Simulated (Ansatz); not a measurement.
`CNB(O)F` + `CC(=O)O` → `OB(O)F` + `CNC(C)=O`  (formal exchange of groups at a B–N bond)

Calculated with Ansatz (gas phase, PBE0-D4/def2-TZVP geometries, no zero-point term in ΔE). CCSD(T)/CBS is the MP2 limit (def2-TZVPP, def2-QZVPP) plus CCSD(T) − MP2 in def2-TZVPP, frozen cores. One conformer a species, not always the lowest.

`CNB(O)F`:

```xyz
10

C    -1.156   -0.551    0.639
N    -0.158    0.358    0.123
B     0.993   -0.017   -0.590
O     1.935    0.844   -1.077
F     1.215   -1.315   -0.828
H    -2.142   -0.360    0.206
H    -0.871   -1.572    0.389
H    -1.242   -0.483    1.728
H    -0.338    1.329    0.309
H     1.762    1.768   -0.899
```

`CC(=O)O`:

Z-matrix (Å, degrees):
```
C
C 1 1.495
H 1 1.092 2 109.8
H 1 1.092 2 109.8 3 117.7
H 1 1.087 2 109.6 3 -121.2
O 2 1.200 1 126.0 3 121.1
O 2 1.346 1 111.6 3 -58.9
H 7 0.968 2 106.4 1 180.0
```

`OB(O)F`:

```xyz
6

O     0.637   -0.897    0.165
B    -0.122    0.231    0.174
O    -0.674    0.723   -0.957
F    -0.344    0.888    1.313
H     0.968   -1.137    1.033
H    -0.465    0.192   -1.728
```

`CNC(C)=O`:

Z-matrix (Å, degrees):
```
C
N 1 1.439
H 1 1.093 2 111.4
H 1 1.089 2 107.4 3 -119.2
H 1 1.094 2 111.4 3 121.7
C 2 1.357 1 122.5 3 119.8
H 2 1.004 1 119.1 3 -60.4
O 6 1.215 2 123.0 1 -0.1
C 6 1.508 2 115.3 1 179.9
H 9 1.091 6 108.5 2 -121.6
H 9 1.091 6 113.9 2 0.2
H 9 1.091 6 108.5 2 122.0
```

```
   species  CCSD(T)/CBS(def2) energy (Eh)
 `CNB(O)F`                     -295.68142
 `CC(=O)O`                     -228.87529
  `OB(O)F`                     -276.31625
`CNC(C)=O`                     -248.25689
```

Question: Work out ΔE.

Answer: ΔE = (-276.31625) + (-248.25689) − (-295.68142) − (-228.87529) = -0.01643 Eh = -43.1 kJ/mol.

Largest T1 diagnostic among the species: 0.015.
